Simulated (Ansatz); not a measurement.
Crystal: MnS.

```
Mn S
1.0
     0.00000    2.60450    2.60450
     2.60450    0.00000    2.60450
     2.60450    2.60450    0.00000
Mn S
1 1
Cartesian
  0.0000 0.0000 0.0000
  2.6045 2.6045 2.6045
```

Base run:

| Quantity | Value |
| --- | --- |
| Program | Ansatz 0.2.0 |
| Functional | PBE |
| Potentials or basis | Ansatz PAW |
| Cutoff | 420 eV (not typed: the program's choice for these potentials) |
| k mesh | 7 × 7 × 7 |
| Occupations | fermi-dirac, width 0.05 eV |
| Spin | collinear spin, ferromagnetic start |
| Starting moments | [6.0, 0.0] μB |
| Fixed moment | 6 μB |

Its results: pressure 12.8 GPa; site moments Mn +4.56; S +0.64 μB.

Task: After a change of settings the same cell gave: pressure -17.5 GPa; site moments Mn +1.00; S -0.02 μB. Which change was it?
A. fixed moment from 6 μB to 2 μB; moments at the start from [6.0, 0.0] to [2.0, 0.0]
B. fixed moment from 6 μB to 3 μB; moments at the start from [6.0, 0.0] to [3.0, 0.0]
C. fixed moment from 6 μB to 8 μB; moments at the start from [6.0, 0.0] to [8.0, 0.0]
D. fixed moment from 6 μB to 1 μB; moments at the start from [6.0, 0.0] to [1.0, 0.0]

Result: D.

Caveats: the total moment is fixed, so each spin has its own Fermi level; a cell with one magnetic atom can't hold antiferromagnetic order, which such compounds often take; the thresholds are loose for stress.
